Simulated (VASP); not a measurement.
Wanted: the native input for a VASP 6.6.1 run.

| Item | Value |
| --- | --- |
| Task | band structure |
| Functional | LDA |
| Potentials or basis | VASP PAW LDA potentials, release 64 (Ru_pv) |
| Cutoff | 520 eV |
| k mesh | 15 × 15 × 9 |
| Occupations | methfessel-paxton, width 0.1 eV |
| Spin | no spin polarisation |
| Further INCAR settings | ALGO = Normal; EDIFF = 1e-07; NBANDS = 21 |

The structure of Ru lies in POSCAR:

```
Ru                                      
1.0
    2.6745383215     -0.0000000000      0.0000000000
   -1.3372691607      2.3162181322     -0.0000000000
    0.0000000000     -0.0000000000      4.2350902294
  Ru            
     2
Direct
     0.3333333300000021    0.6666666699999979    0.2500000000000000
     0.6666666699999979    0.3333333300000021    0.7500000000000000
```

These files were run (other wordings do the same):

INCAR

```
PREC = Accurate ; ENCUT = 520
EDIFF = 1E-7 ; ISMEAR = 1
SIGMA = 0.1 ; LREAL = F
LASPH = T ; NELM = 80
ALGO = Normal ; ISIF = 2
LWAVE = F ; LCHARG = F
LMAXMIX = 4 ; NBANDS = 21
ICORELEVEL = 1
```

KPOINTS

```
Automatic mesh
0
Gamma
  15 15 9
```

KPOINTS_OPT

```
explicit points
141
Reciprocal
 0.0000000000  0.0000000000  0.0000000000 1
 0.0357142857  0.0000000000  0.0000000000 1
 0.0714285714  0.0000000000  0.0000000000 1
 0.1071428571  0.0000000000  0.0000000000 1
 0.1428571429  0.0000000000  0.0000000000 1
 0.1785714286  0.0000000000  0.0000000000 1
[... 133 lines left out ...]
 0.5000000000  0.0000000000  0.5000000000 1
 0.5000000000  0.0000000000  0.0000000000 1
```

Potentials or basis: VASP PAW LDA potentials, release 64 (Ru_pv).

Run with:

```bash
$ cat potpaw_LDA.64/Ru_pv/POTCAR > POTCAR
$ mpirun -np 1 vasp_std > vasp.out
```

It gave:

* Pressure: 0.0 GPa
* Band gap along the path: none (metal or under the smearing width)

Wall time 36 s on 1 thread of Intel(R) Xeon(R) 6975P-C (Granite Rapids), with other jobs on the host, peak memory 0.21 GiB.
